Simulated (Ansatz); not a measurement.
Crystal: BaTiO3.

```
CELL_PARAMETERS angstrom
3.72890 -0.42193 0.02237
-0.28447 3.27547 3.11008
0.31643 -2.75371 2.58992
ATOMIC_POSITIONS crystal
Ba 0.00364 0.99727 0.99850
Ti 0.50025 0.51161 0.51018
O 0.99835 0.49282 0.49504
O 0.49991 0.50154 0.99454
O 0.49786 0.99299 0.49796
```

The cell isn't the ideal one: cell sheared at random, sigma 0.1, atoms nudged by 0.01 Å.

Base run:

| Item | Value |
| --- | --- |
| Program | Ansatz 0.2.0 |
| Functional | PBE |
| Potentials or basis | Ansatz PAW |
| Cutoff | 420 eV (not typed: the program's choice for these potentials) |
| k mesh | 7 × 6 × 7 |
| Occupations | fermi-dirac, width 0.05 eV |
| Spin | no spin polarisation |
| Hubbard terms | Ti d U = 3 eV |

Its results: band gap on the k mesh 0.94 eV, indirect (least direct gap 1.02 eV); pressure 18.4 GPa; largest force 0.659 eV/Å.

The run is repeated on the same cell with these changes: hubbard terms from Ti d U = 3 eV to Ti d U = 5 eV. What comes out?

Band gap on the k mesh 1.21 eV, indirect (least direct gap 1.28 eV); pressure 19.2 GPa; largest force 0.613 eV/Å.

Caveats: spin-orbit coupling is left out, which moves the levels of the heavy elements.
